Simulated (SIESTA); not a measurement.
CdTe in SIESTA: the effect of basis

The system is CdTe.

```
Te Cd
1.0
     0.00000    3.20500    3.20500
     3.20500    0.00000    3.20500
     3.20500    3.20500    0.00000
Te Cd
1 1
Direct
  0.75000 0.75000 0.75000
  0.00000 0.00000 0.00000
```

Alike in all runs:

* Program: SIESTA 5.4.2
* Task: single point
* Functional: PBE
* Potentials or basis: PseudoDojo 0.4 standard (PBE files)
* Grid cutoff: 800 Ry
* Energy shift: 0.003 Ry
* k mesh: 7 × 7 × 7
* Occupations: fermi-dirac, width 0.05 eV
* Spin: no spin polarisation

```tsv
basis	gap on the mesh (eV)	pressure (GPa)
SZP	?	?
DZP	1.16	4.0
DZDP	1.20	4.2
TZP	1.00	4.2
TZDP	1.02	4.4
```

Question: What does the run with basis SZP give?

Answer: gap on the mesh 1.47 eV; pressure 5.6 GPa.

Caveats: spin-orbit coupling is left out, which moves the levels of the heavy elements; an odd mesh through Γ misses points on the zone boundary, where band edges often lie; the basis of atomic orbitals isn't converged, which shifts pressures, moduli and gaps.
